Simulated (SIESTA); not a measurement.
The system is Nb.

```
Nb
1.0
    -1.66395    1.66395    1.66395
     1.66395   -1.66395    1.66395
     1.66395    1.66395   -1.66395
Nb
1
Direct
  0.00000 0.00000 0.00000
```

Base run:

| Item | Value |
| --- | --- |
| Program | SIESTA 5.4.2 |
| Functional | PBE |
| Potentials or basis | PseudoDojo 0.4 standard (PBE files) |
| Basis | DZP (energy shift 0.002 Ry; radii capped at 9.5 bohr) |
| Grid cutoff | 800 Ry |
| Energy shift | 0.002 Ry |
| k mesh | 11 × 11 × 11 |
| Occupations | fermi-dirac, width 0.05 eV |
| Spin | no spin polarisation |

Its results: band gap on the k mesh none (metal or under the smearing width); pressure -1.7 GPa.

Q: The run is repeated on the same cell with these changes: basis from DZP (energy shift 0.002 Ry; radii capped at 9.5 bohr) to DZP (energy shift 0.003 Ry; two zetas on semicore shells); energy shift from 0.002 Ry to 0.003 Ry. What comes out?

A: Band gap on the k mesh none (metal or under the smearing width); pressure -0.7 GPa.

Caveats: the basis of atomic orbitals isn't converged, which shifts pressures, moduli and gaps; semicore shells carry a single zeta, which can move pressures by several GPa and volumes by a few percent (some runs).

Not every run made on this cell is shown here.
